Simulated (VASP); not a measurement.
In2O3:

```
CELL_PARAMETERS angstrom
2.74350 1.58396 4.83667
-2.74350 1.58396 4.83667
0.00000 -3.16792 4.83667
ATOMIC_POSITIONS crystal
In 0.85731 0.85731 0.85731
In 0.64269 0.64269 0.64269
In 0.14269 0.14269 0.14269
In 0.35731 0.35731 0.35731
O 0.04800 0.75000 0.45200
O 0.75000 0.45200 0.04800
O 0.45200 0.04800 0.75000
O 0.95200 0.25000 0.54800
O 0.25000 0.54800 0.95200
O 0.54800 0.95200 0.25000
```

Base run:

```yaml
Program: VASP 6.6.1
Functional: LDA
Potentials_or_basis: VASP PAW LDA potentials, release 64 (In_d, O)
Cutoff: 900 eV
k_mesh: 7 × 7 × 7
Occupations: gaussian, width 0.05 eV
Spin: no spin polarisation
```

Its results: band gap on the k mesh 1.20 eV, indirect (least direct gap 1.25 eV); pressure -2.4 GPa; largest force 0.176 eV/Å.

**Question.** The run is repeated on the same cell with these changes: functional from LDA to PBE; potentials or basis from VASP PAW LDA potentials, release 64 (In_d, O) to VASP PAW PBE potentials, release 64 (In_d, O_h); cutoff from 900 eV to 1400 eV. What comes out?

**Answer.** Band gap on the k mesh 1.30 eV, indirect (least direct gap 1.34 eV); pressure 8.9 GPa; largest force 0.138 eV/Å.

Caveats: spin-orbit coupling is left out, which moves the levels of the heavy elements; an odd mesh through Γ misses points on the zone boundary, where band edges often lie.
